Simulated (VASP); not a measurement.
# Br (Pm-3m) in VASP: further runs

Runs on Br. Level: r2SCAN. Tasks: single point, relaxation of cell and atoms.

All numbers are computed with VASP 6.6.1; they aren't measurements. Logs are shortened: lines on timing, memory, paths and dates and some standing lists are left out, and cuts for length are marked.

## 1. Starting point

Symmetry: Pm-3m, No. 221, cubic system. Conventional cell: a = 4.530 Å, b = 4.530 Å, c = 4.530 Å, α = 90.00°, β = 90.00°, γ = 90.00°. Around Br (site symmetry 4/mmm) lie 8 Br at 3.20 Å.

## 2. Single point, r2SCAN

POSCAR

```
Br
1.0
    4.5297526370      0.0000000000      0.0000000000
    0.0000000000      4.5297526370      0.0000000000
    0.0000000000      0.0000000000      4.5297526370
Br
3
Direct
    0.5000000000      0.0000000000      0.0000000000
    0.0000000000      0.5000000000      0.0000000000
    0.0000000000      0.0000000000      0.5000000000
```

INCAR.step1

```
SYSTEM = Br
PREC = Accurate ; ENCUT = 520
ISMEAR = -1 ; SIGMA = 0.02
LREAL = .False. ; LASPH = .True.
NELM = 100 ; NBANDS = 18
GGA = PE ; ALGO = Normal
EDIFF = 1E-4 ; LWAVE = .True.
LCHARG = .False.
```

INCAR.step2

```
SYSTEM = Br
PREC = Accurate ; ENCUT = 520
EDIFF = 1E-7 ; ISMEAR = -1
SIGMA = 0.02 ; LREAL = .False.
LASPH = .True. ; NELM = 100
ALGO = Normal ; ISIF = 2
LWAVE = .False. ; LCHARG = .False.
METAGGA = R2SCAN ; LMIXTAU = .True.
NBANDS = 18 ; ISTART = 1
```

KPOINTS

```
Automatic mesh
0
Gamma
  5 5 5
  0 0 0
```

Potentials or basis: VASP PAW PBE potentials, release 64 (Br).

Run with:

```bash
cat potpaw_PBE.64/Br/POTCAR > POTCAR
cp INCAR.step1 INCAR
mpirun -np 1 vasp_std > vasp.out
cp INCAR.step2 INCAR
mpirun -np 1 vasp_std > vasp.out
```

OUTCAR:

```text
SYSTEM = Br
   PREC = Accurate
   ENCUT = 520
   EDIFF = 1E-7
   ISMEAR = -1
   LREAL = .False.
   LASPH = .True.
   NELM = 100
   ISIF = 2
   METAGGA = R2SCAN
   ISTART = 1

 ion  position               nearest neighbor table
   1  0.500  0.000  0.000-
   2  0.000  0.500  0.000-
   3  0.000  0.000  0.500-

  LATTYP: Found a simple cubic cell.
 ALAT       =     4.5297526370

  Lattice vectors:

 A1 = (   4.5297526370,   0.0000000000,   0.0000000000)
 A2 = (   0.0000000000,   4.5297526370,   0.0000000000)
 A3 = (   0.0000000000,   0.0000000000,   4.5297526370)

Analysis of symmetry for initial positions (statically):
=====================================================================
 Subroutine PRICEL returns:
 Original cell was already a primitive cell.

 Routine SETGRP: Setting up the symmetry group for a
 simple cubic supercell.

 Subroutine GETGRP returns: Found 48 space group operations
 (whereof 48 operations were pure point group operations)
 out of a pool of 48 trial point group operations.

The static configuration has the point symmetry O_h .

Analysis of symmetry for dynamics (positions and initial velocities):
=====================================================================
 Subroutine PRICEL returns:
 Original cell was already a primitive cell.

 Routine SETGRP: Setting up the symmetry group for a
 simple cubic supercell.

 Subroutine GETGRP returns: Found 48 space group operations
 (whereof 48 operations were pure point group operations)
 out of a pool of 48 trial point group operations.

The dynamic configuration has the point symmetry O_h .

 Subroutine INISYM returns: Found 48 space group operations
 (whereof 48 operations are pure point group operations),
 and found     1 'primitive' translations

----------------------------------------------------------------------------------------

                                     Primitive cell

  volume of cell :      92.9444

  direct lattice vectors                    reciprocal lattice vectors
     4.529752637  0.000000000  0.000000000     0.220762607  0.000000000  0.000000000
     0.000000000  4.529752637  0.000000000     0.000000000  0.220762607  0.000000000
     0.000000000  0.000000000  4.529752637     0.000000000  0.000000000  0.220762607

  length of vectors
     4.529752637  4.529752637  4.529752637     0.220762607  0.220762607  0.220762607

  position of ions in fractional coordinates (direct lattice)
     0.500000000  0.000000000  0.000000000
     0.000000000  0.500000000  0.000000000
     0.000000000  0.000000000  0.500000000

  ion indices of the primitive-cell ions
   primitive index   ion index
                 1           1
                 2           2
                 3           3

----------------------------------------------------------------------------------------

 KPOINTS: Automatic mesh

Automatic generation of k-mesh.
 Grid dimensions read from file:
 generate k-points for:    5    5    5

 Generating k-lattice:

  Cartesian coordinates                     Fractional coordinates (reciprocal lattice)
     0.044152521  0.000000000  0.000000000     0.200000000  0.000000000  0.000000000
     0.000000000  0.044152521  0.000000000     0.000000000  0.200000000  0.000000000
     0.000000000  0.000000000  0.044152521     0.000000000  0.000000000  0.200000000

  Length of vectors
     0.044152521  0.044152521  0.044152521

  Shift w.r.t. Gamma in fractional coordinates (k-lattice)
     0.000000000  0.000000000  0.000000000

 Subroutine IBZKPT returns following result:
 ===========================================

 Found     10 irreducible k-points:

 Following reciprocal coordinates:
            Coordinates               Weight
  0.000000  0.000000  0.000000      1.000000
  0.200000  0.000000  0.000000      6.000000
  0.400000  0.000000  0.000000      6.000000
  0.200000  0.200000  0.000000     12.000000
  0.400000  0.200000  0.000000     24.000000
  0.400000  0.400000  0.000000     12.000000
  0.200000  0.200000  0.200000      8.000000
  0.400000  0.200000  0.200000     24.000000
  0.400000  0.400000  0.200000     24.000000
  0.400000  0.400000  0.400000      8.000000
   k-points           NKPTS =     10   k-points in BZ     NKDIM =     10   number of bands    NBANDS=     18
   number of dos      NEDOS =    301   number of ions     NIONS =      3
   total plane-waves  NPLWV =  46656
   dimension x,y,z NGX =    36 NGY =   36 NGZ =   36
   dimension x,y,z NGXF=    72 NGYF=   72 NGZF=   72
   ions per type =               3
   NGX,Y,Z   is equivalent  to a cutoff of  13.21, 13.21, 13.21 a.u.
   NGXF,Y,Z  is equivalent  to a cutoff of  26.42, 26.42, 26.42 a.u.
 SYSTEM =  Br
   PREC   = accura    normal or accurate (medium, high low for compatibility)
   ISTART =      1    job   : 0-new  1-cont  2-samecut
   ICHARG =      0    charge: 1-file 2-atom 10-const
   ISPIN  =      1    spin polarized calculation?
   LNONCOLLINEAR =      F non collinear calculations
   LSORBIT =      F    spin-orbit coupling
   LASPH  =      T    aspherical Exc in radial PAW
   ENCUT  =  520.0 eV  38.22 Ry    6.18 a.u.   8.42  8.42  8.42*2*pi/ulx,y,z
   NELM   =    100;   NELMIN=  2; NELMDL=  0     # of ELM steps
   EDIFF  = 0.1E-06   stopping-criterion for ELM
   LREAL  =      F    real-space projection
   EDIFFG = 0.1E-05   stopping-criterion for IOM
   NSW    =      0    number of steps for IOM
   IBRION =     -1    ionic relax: 0-MD 1-quasi-New 2-CG
   NFREE  =      0    steps in history (QN), initial steepest desc. (CG)
   ISIF   =      2    stress and relaxation
   ISYM   =      2    0-nonsym 1-usesym 2-fastsym
   POTIM  = 0.5000    time-step for ionic-motion
   TEBEG  =    0.0;   TEEND  =   0.0 temperature during run
   PSTRESS=    0.0 pullay stress
   NELECT =      21.0000    total number of electrons
   NUPDOWN=      -1.0000    fix difference up-down
   EMIN   =  10.00;   EMAX   =-10.00  energy-range for DOS
   EFERMI =   0.00;   METHOD = LEGACY
   ISMEAR =    -1;   SIGMA  =   0.02  broadening in eV -4-tet -1-fermi 0-gaus
   EFERMI_NEDOS =   21; number of points for ismear=-14 and -15
   IALGO  =     38    algorithm
   IMIX   =      4    mixing-type and parameters
     AMIX     =   0.40;   BMIX     =  1.00
     AMIX_MAG =   1.60;   BMIX_MAG =  1.00
  volume/ion in A,a.u.               =      30.98       209.07
  Fermi-wavevector in a.u.,A,eV,Ry     =   0.997103  1.884252 13.527113  0.994215
  Thomas-Fermi vector in A             =   2.129237
   LORBIT       =      0    0 simple, 1 ext, 2 COOP (PROOUT), +10 PAW based schemes
   METAGGA = R2SCAN    functional components
   LHFCALC =     F    Hartree Fock is set to
   AEXX    =    0.0000 exact exchange contribution
   IVDW    =     0    specifies the selected vdW correction
   LEPSILON=     F    determine dielectric tensor
   LRPA    =     F    only Hartree local field effects (RPA)
 non-spin polarized calculation
  energy-cutoff  :      520.00
  volume of cell :       92.94
 maximum number of plane-waves:      2517
 NGX is ok and might be reduce to    36
   NGX = 17   NGY = 17   NGZ = 17

 number of electron      20.9999993 magnetization

 Free energy of the ion-electron system (eV)
  ---------------------------------------------------
  ext. energy  EPLUGINS =         0.00000000
  ---------------------------------------------------
  free energy    TOTEN  =       -37.73749805 eV

  energy without entropy =      -37.73269362  energy(sigma->0) =      -37.73509583

 E-fermi :   0.2266     XC(G=0):  -8.7703

 val. band max:        0.1770551077   @ k =   0.4000   0.0000   0.0000
 cond. band min:       0.2852045495   @ k =   0.4000   0.2000   0.0000
 fundamental gap:      0.1081494418
 Fermi energy:         0.2266481050

 k-point     1 :       0.0000    0.0000    0.0000
  band No.  band energies     occupation
      1     -15.7647      2.00000
      2     -13.7366      2.00000
      3     -13.7366      2.00000
      4      -3.7630      2.00000
      5      -3.7630      2.00000
      6      -3.7630      2.00000
[... 10 lines left out ...]
     17       9.6899      0.00000
     18       9.6899      0.00000

 k-point     2 :       0.2000    0.0000    0.0000
  band No.  band energies     occupation
      1     -15.6240      2.00000
      2     -13.9467      2.00000
      3     -13.7260      2.00000
      4      -3.5844      2.00000
      5      -3.5844      2.00000
      6      -3.4623      2.00000
[... 10 lines left out ...]
     17       9.9392      0.00000
     18      10.3941      0.00000

 k-point     3 :       0.4000    0.0000    0.0000
  band No.  band energies     occupation
      1     -15.2803      2.00000
      2     -14.3989      2.00000
      3     -13.7088      2.00000
      4      -3.1766      2.00000
      5      -3.1766      2.00000
      6      -2.6403      2.00000
[... 10 lines left out ...]
     17      11.3804      0.00000
     18      11.3804      0.00000

 k-point     4 :       0.2000    0.2000    0.0000
  band No.  band energies     occupation
      1     -15.4882      2.00000
      2     -14.0111      2.00000
      3     -13.8365      2.00000
      4      -3.7808      2.00000
      5      -3.4001      2.00000
      6      -2.8743      2.00000
[... 10 lines left out ...]
     17      10.2412      0.00000
     18      10.7226      0.00000

 k-point     5 :       0.4000    0.2000    0.0000
  band No.  band energies     occupation
      1     -15.1532      2.00000
      2     -14.3840      2.00000
      3     -13.8602      2.00000
      4      -3.5322      2.00000
      5      -2.9689      2.00000
      6      -2.7559      2.00000
[... 10 lines left out ...]
     17      10.9793      0.00000
     18      11.3860      0.00000

 k-point     6 :       0.4000    0.4000    0.0000
  band No.  band energies     occupation
      1     -14.8261      2.00000
      2     -14.3998      2.00000
      3     -14.1870      2.00000
      4      -3.7231      2.00000
      5      -3.4461      2.00000
      6      -2.4275      2.00000
[... 10 lines left out ...]
     17      11.3234      0.00000
     18      12.5287      0.00000

 k-point     7 :       0.2000    0.2000    0.2000
  band No.  band energies     occupation
      1     -15.3594      2.00000
      2     -13.9969      2.00000
      3     -13.9969      2.00000
      4      -4.1013      2.00000
      5      -2.8286      2.00000
      6      -2.8286      2.00000
[... 10 lines left out ...]
     17      10.1082      0.00000
     18      11.7050      0.00000

 k-point     8 :       0.4000    0.2000    0.2000
  band No.  band energies     occupation
      1     -15.0395      2.00000
      2     -14.3686      2.00000
      3     -13.9737      2.00000
      4      -4.0652      2.00000
      5      -2.9171      2.00000
      6      -2.8072      2.00000
[... 10 lines left out ...]
     17      11.5392      0.00000
     18      12.3835      0.00000

 k-point     9 :       0.4000    0.4000    0.2000
  band No.  band energies     occupation
      1     -14.7500      2.00000
      2     -14.3813      2.00000
      3     -14.2263      2.00000
      4      -4.3734      2.00000
      5      -3.5610      2.00000
      6      -2.8189      2.00000
[... 10 lines left out ...]
     17      11.8546      0.00000
     18      12.1002      0.00000

 k-point    10 :       0.4000    0.4000    0.4000
  band No.  band energies     occupation
      1     -14.5655      2.00000
      2     -14.3510      2.00000
      3     -14.3510      2.00000
      4      -5.0147      2.00000
      5      -3.5279      2.00000
      6      -3.4931      2.00000
[... 10 lines left out ...]
     17      12.0352      0.00000
     18      12.6766      0.00000

------------------------ aborting loop because EDIFF is reached ----------------------------------------

  FORCE on cell =-STRESS in cart. coord.  units (eV):
  Direction    XX          YY          ZZ          XY          YZ          ZX
  --------------------------------------------------------------------------------------
  -------------------------------------------------------------------------------------
  Total       -0.0014480     -0.0014480     -0.0014480      0.0000000     -0.0000000      0.0000000
  in kB       -0.0249614     -0.0249614     -0.0249614      0.0000000     -0.0000000      0.0000000
  external PRESSURE =      -0.0249614 kB  Pullay stress =       0.0000000 kB

 VOLUME and BASIS-vectors are now :
 -----------------------------------------------------------------------------
  energy-cutoff  :      520.00
  volume of cell :       92.94
      direct lattice vectors                 reciprocal lattice vectors
     4.529752637  0.000000000  0.000000000     0.220762607  0.000000000  0.000000000
     0.000000000  4.529752637  0.000000000     0.000000000  0.220762607  0.000000000
     0.000000000  0.000000000  4.529752637     0.000000000  0.000000000  0.220762607

 POSITION                                       TOTAL-FORCE (eV/Angst)
 -----------------------------------------------------------------------------------
      2.26488      0.00000      0.00000         0.000000      0.000000      0.000000
      0.00000      2.26488      0.00000         0.000000      0.000000      0.000000
      0.00000      0.00000      2.26488         0.000000      0.000000      0.000000
 -----------------------------------------------------------------------------------
    total drift:                                0.000000      0.000000     -0.000000

  FREE ENERGIE OF THE ION-ELECTRON SYSTEM (eV)
  ---------------------------------------------------
  free  energy   TOTEN  =       -37.7374980531 eV

  energy  without entropy=      -37.7326936168  energy(sigma->0) =      -37.73509583
```

Wall time 47 s (1 thread of Intel Xeon Platinum 8559C (Emerald Rapids), shared host); peak memory 0.2 GiB.

What came out:

| Property | Result |
| --- | --- |
| Free energy | -37.7375 eV |
| Pressure | 0.0 GPa |
| Band gap on the k mesh | none (metal or under the smearing width) |

Levels at points of the mesh, in eV from the Fermi level:
| k point | band 6 | band 7 | band 8 | band 9 | band 10 | band 11 | band 12 | band 13 | band 14 | band 15 |
| --- | --- | --- | --- | --- | --- | --- | --- | --- | --- | --- |
| (0.00, 0.00, 0.00) | -3.99 | -1.04 | -1.04 | -1.04 | 0.37 | 0.37 | 0.37 | 5.31 | 8.13 | 8.88 |

Caveat: the PAW data sets were made with another functional, which shifts forces and pressure a little; an odd number of electrons without spin polarisation forces a metal; a magnetic or distorted state may lie lower.

(Continued in part 2 of 2.)
